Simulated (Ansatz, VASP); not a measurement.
## One calculation of AlN, two programs

```
Al N
1.0
     2.16438    2.16438    0.00000
    -2.16438    2.16438    0.00000
     0.00000    2.16438    2.16438
Al N
1 1
Direct
  0.00000 0.00000 0.00000
  0.25000 0.75000 0.50000
```

Alike in both runs: task single point; functional LDA; k mesh 10 × 10 × 10; no spin polarisation.

|  | VASP | Ansatz |
| --- | --- | --- |
| version | VASP 6.6.1 | Ansatz 0.2.0 |
| potentials or method | VASP PAW LDA potentials, release 64 (Al, N), cutoff 520 eV | all-electron LAPW, scalar-relativistic |
| occupations | gaussian, width 0.01 eV | fixed |

```tsv
	VASP	Ansatz	Ansatz less VASP
gap on the k mesh at the Fermi level (eV)	3.23	3.25	+0.014
pressure (GPa)	2.7	2.0	-0.65
```

Ansatz ran all-electron here, so the differences hold the error of VASP's frozen core and of both bases.

A k mesh can miss the band edges.
